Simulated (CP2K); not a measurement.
Pt:

```
Pt
1.0
     2.77313    0.00000    0.00000
     1.38657    2.40160    0.00000
     1.38657    0.80053    2.26425
Pt
1
Direct
  0.00000 0.00000 0.00000
```

Program: CP2K 2026.2. Alike in all runs: no spin polarisation; cell as given; k mesh 12 × 12 × 12.

Problem. Order these runs on this cell by their pressure, lowest first.
A. level r2SCAN; potentials or basis POTENTIAL_UZH Pt GTH-SCAN-q18; TZVP-MOLOPT-SCAN-GTH basis; smearing fermi-dirac 0.0259 eV; EPS_DEFAULT 1.0E-10; NGRIDS 4; basis sets Pt TZVP-MOLOPT-SCAN-GTH-q18; potentials Pt GTH-SCAN-q18 of POTENTIAL_UZH; points a segment of the path (NPOINTS) 8
B. level LDA; potentials or basis GTH_POTENTIALS Pt GTH-PADE-q18; TZVP-MOLOPT-PBE-GTH basis; smearing fermi-dirac 0.05 eV; EPS_DEFAULT 1.0E-10; NGRIDS 4; basis sets Pt TZVP-MOLOPT-PBE-GTH-q18; potentials Pt GTH-PADE-q18 of GTH_POTENTIALS; points a segment of the path (NPOINTS) 10
C. level PBEsol; potentials or basis POTENTIAL_UZH Pt GTH-PBE-q18; TZVP-MOLOPT-PBE-GTH basis; smearing fermi-dirac 0.05 eV; EPS_DEFAULT 1.0E-10; NGRIDS 5; basis sets Pt TZVP-MOLOPT-PBE-GTH-q18; potentials Pt GTH-PBE-q18 of POTENTIAL_UZH
D. level r2SCAN+D3(BJ)+ATM; potentials or basis POTENTIAL_UZH Pt GTH-SCAN-q18; TZVP-MOLOPT-SCAN-GTH basis; smearing fermi-dirac 0.05 eV; EPS_DEFAULT 1.0E-9; NGRIDS 5; basis sets Pt TZVP-MOLOPT-SCAN-GTH-q18; potentials Pt GTH-SCAN-q18 of POTENTIAL_UZH
E. level r2SCAN+D3(BJ); potentials or basis POTENTIAL_UZH Pt GTH-SCAN-q18; TZVP-MOLOPT-SCAN-GTH basis; smearing fermi-dirac 0.05 eV; EPS_DEFAULT 1.0E-9; NGRIDS 5; basis sets Pt TZVP-MOLOPT-SCAN-GTH-q18; potentials Pt GTH-SCAN-q18 of POTENTIAL_UZH

Solution. B (-23.2 GPa), C (-0.2 GPa), E (3.9 GPa), D (5.5 GPa), A (7.8 GPa).

Caveats: the basis of atomic orbitals isn't converged, which shifts pressures, moduli and gaps; pairwise dispersion overbinds metals, which lowers pressure and volume (some runs); the potentials were made for another functional, which shifts forces and pressure (some runs); so large a pressure means that the cell lies far from this level's equilibrium, or that cutoff or potentials fall short (some runs).

Not every run made on this cell is shown here.
